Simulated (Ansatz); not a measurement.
# Rh: properties at the relaxed cell, part 2 of 2

This session takes Rh and sets out to see whether it has a gap, which orbitals make up the states near it and how charge is shared, compare with the cell as listed and measure the bulk modulus from energies at several volumes.

Ansatz 0.2.0; DFT PBEsol, scalar-relativistic, plane waves, PAW. The steps go on from the part before.

## (8) The cell scaled to 0.91 of its volume

The COD entry's cell or inner coordinates are ideal or old and differ from later refinements, so a difference from it is no clean test against experiment.

Contents of input.yaml:

```yaml
crystal:
  lattice:
    - [0.0, 1.8314988409, 1.8314988409]
    - [1.8314988409, 0.0, 1.8314988409]
    - [1.8314988409, 1.8314988409, 0.0]
  atoms:
    - { symbol: Rh, position: [0.0, 0.0, 0.0] }
basis:
  ecutwfc: 420
kpoints:
  mp_grid: { grid: [18, 18, 18] }
hamiltonian:
  xc: pbesol
scf:
  occupations: { method: gaussian, width: 0.1 }
output:
  forces: true
  stress: true
  eigenvalues: true
```

Started as:

```bash
$ ansatz run input.yaml --threads 1 --pin off --max-ram 2560MiB --backend cpu --events-out ev --progress --plain --runs-dir out
```

The log of the run, shortened:

```text
[...]
SCF converged after 6 iterations
Free energy (F): -6338.627012 eV
[...]
E sigma→0 (E₀):  -6338.624204 eV
Entropy (-TS):   -0.005616 eV (-5.616 meV/atom)
Fermi energy:    25.677137 eV
[...]
--- Forces (eV/Å), atoms counted from 1 ---
  atom   1  Rh     0.00000000     0.00000000    -0.00000000
[...]
--- Stress (GPa, compression-positive) ---
       35.416128       0.000000      -0.000000
       -0.000000      35.416128       0.000000
        0.000000      -0.000000      35.416128
  P = ⅓ Tr σ = 35.4161 GPa (354.161 kbar)
--- Band table (eV; the first three rows and the last of 195) ---
  k-point 0: bands = ["-53.5309", "-20.8425", "-20.8425", "-20.8425", "16.7656", "21.9761", "21.9761", "21.9761", "24.4939", "24.4939", "41.2064", "47.1375", "47.1375"]
[...]
```

It took 3.8 s on 1 thread of AMD EPYC 7R43 (Zen 3), shared host; peak memory 0.35 GiB.

## (9) Point at V/V0 = 1.10

Changes to input.yaml since step 8:

```diff
@@ -2,5 +2,5 @@
   lattice:
-    - [0.0, 1.8314988409, 1.8314988409]
-    - [1.8314988409, 0.0, 1.8314988409]
-    - [1.8314988409, 1.8314988409, 0.0]
+    - [0.0, 1.9509991451, 1.9509991451]
+    - [1.9509991451, 0.0, 1.9509991451]
+    - [1.9509991451, 1.9509991451, 0.0]
   atoms:
```

Started as:

```bash
$ ansatz run input.yaml --threads 1 --pin off --max-ram 2560MiB --backend cpu --events-out ev --progress --plain --runs-dir out
```

The log of the run, shortened:

```text
[...]
SCF converged after 6 iterations
Free energy (F): -6338.646673 eV
[...]
E sigma→0 (E₀):  -6338.642791 eV
Entropy (-TS):   -0.007765 eV (-7.765 meV/atom)
Fermi energy:    20.108373 eV
[...]
--- Forces (eV/Å), atoms counted from 1 ---
  atom   1  Rh    -0.00000000     0.00000000    -0.00000000
[...]
--- Stress (GPa, compression-positive) ---
      -22.040158       0.000000      -0.000000
        0.000000     -22.040158       0.000000
       -0.000000      -0.000000     -22.040158
  P = ⅓ Tr σ = -22.0402 GPa (-220.402 kbar)
--- Band table (eV; the first three rows and the last of 195) ---
  k-point 0: bands = ["-58.4963", "-26.0708", "-26.0708", "-26.0708", "12.6128", "17.3533", "17.3533", "17.3533", "19.2225", "19.2225", "35.8894", "40.8103", "40.8103"]
[...]
```

Wall time 5.3 s (1 thread of AMD EPYC 7R43 (Zen 3), shared host); peak memory 0.35 GiB.

## (10) Volume × 0.88

Changes to input.yaml since step 9:

```diff
@@ -2,5 +2,5 @@
   lattice:
-    - [0.0, 1.9509991451, 1.9509991451]
-    - [1.9509991451, 0.0, 1.9509991451]
-    - [1.9509991451, 1.9509991451, 0.0]
+    - [0.0, 1.8111471693, 1.8111471693]
+    - [1.8111471693, 0.0, 1.8111471693]
+    - [1.8111471693, 1.8111471693, 0.0]
   atoms:
```

Started as:

```bash
$ ansatz run input.yaml --threads 1 --pin off --max-ram 2560MiB --backend cpu --events-out ev --progress --plain --runs-dir out
```

The log of the run, shortened:

```text
Warning: RAYON_NUM_THREADS=1 ignored (pool sized by the plan → 1); use --threads N
[...]
Pseudopotentials: kind: paw
Pseudopotential: Rh, paw, valence charge 17, recommended cutoff 420 eV (normal), Rh.paw.azcp
Functional definition: PBEsol
[...]
Crystal: 1 atoms, lattice volume = 11.882 Å³
Basis set: ecut = 420 eV, 259 PW (Γ), exchange–correlation on 36×36×36 points (8 copies of the dense FFT grid, shifted against one another)
Bands: 13, of which v1, the nominal top of the filled ones, is band 9 counted from 1 (8 counted from 0)
Symmetry: 48 space group operations
Space group: Fm-3m (ITA 225), of the structure as read, at distance tolerance 2.3e-5 Å
k-points: 195 of 5832
[...]
SCF iter   1: F=—  HF=-6338.519892 eV  |F-HF|=—  |Δ(HF+E_count)|=         —  Δρ=1.05e-2  dr2=9.49e-3  ethr=1.77e-3  ⟨swp⟩=5.0  Hψ=13984  notcnv=0
[...]
SCF iter   6: F=-6338.516889 eV  HF=-6338.516889 eV  |F-HF|=4.73e-11  |Δ(HF+E_count)|=   5.94e-9  Δρ=2.62e-6  dr2=1.54e-10  ethr=2.39e-11  ⟨swp⟩=3.0  Hψ=8484  notcnv=0
[...]
SCF converged after 6 iterations
Free energy (F): -6338.516889 eV
[...]
E sigma→0 (E₀):  -6338.514242 eV
Entropy (-TS):   -0.005295 eV (-5.295 meV/atom)
Fermi energy:    26.775195 eV
[...]
--- Forces (eV/Å), atoms counted from 1 ---
  atom   1  Rh     0.00000000     0.00000000    -0.00000000
[...]
--- Stress (GPa, compression-positive) ---
       52.209718      -0.000000       0.000000
       -0.000000      52.209718      -0.000000
       -0.000000      -0.000000      52.209718
  P = ⅓ Tr σ = 52.2097 GPa (522.097 kbar)
--- Band table (eV; the first three rows and the last of 195) ---
  k-point 0: bands = ["-52.5610", "-19.8064", "-19.8064", "-19.8064", "17.6075", "22.8784", "22.8784", "22.8784", "25.5306", "25.5306", "42.2171", "48.3342", "48.3342"]
[...]
```

Run time: 5.3 s. Hardware: 1 thread of AMD EPYC 7R43 (Zen 3), shared host; peak memory 0.34 GiB.

## (11) Energy against volume

```
volume (Å³/atom)  energy above the lowest point (meV/atom)  pressure (GPa)  gap on the mesh (eV)
          11.882                                     231.6           52.21                  0.00
          12.287                                     121.7           35.42                  0.00
          12.692                                      50.5           21.41                  0.00
          13.097                                      11.8            9.73                  0.00
          13.502                                       0.0            0.00                  0.00
          13.907                                      10.7           -8.10                  0.00
          14.312                                      40.2          -14.83                  0.00
          14.853                                     103.1          -22.04                  0.00
```

## (12) Outcome

What follows sums up all 2 parts.

| quantity | value |
| --- | --- |
| gap | none (metal) |
| states at the Fermi level | 1.24 per eV per cell |
| Bader charges | Rh +0.00 e |
| listed cell | 2.0 meV/atom above the relaxed cell, -3.6 GPa, gap none (metal) |
| equilibrium volume of the fit | 13.50 Å³/atom |
| bulk modulus | 296 GPa |
| its pressure derivative | 5.1 |

**Reading.** It comes out metallic. Of the projected weight within 0.25 eV of the Fermi level, the largest part is Rh 4d (97 %). Held at the listed cell, the crystal is under -3.6 GPa and lies 2.0 meV/atom higher. The fit puts the minimum at 13.50 Å³/atom with B = 296 GPa and B' = 5.1. Against the measured bulk modulus of Rh, 264 GPa (quoted in “Thermal equation of state of rhodium characterized by XRD in a resistively heated diamond anvil cell”, 2024, pmc:11535440), the calculated 296 GPa is off by +12.0 %. The calculation is for zero temperature.
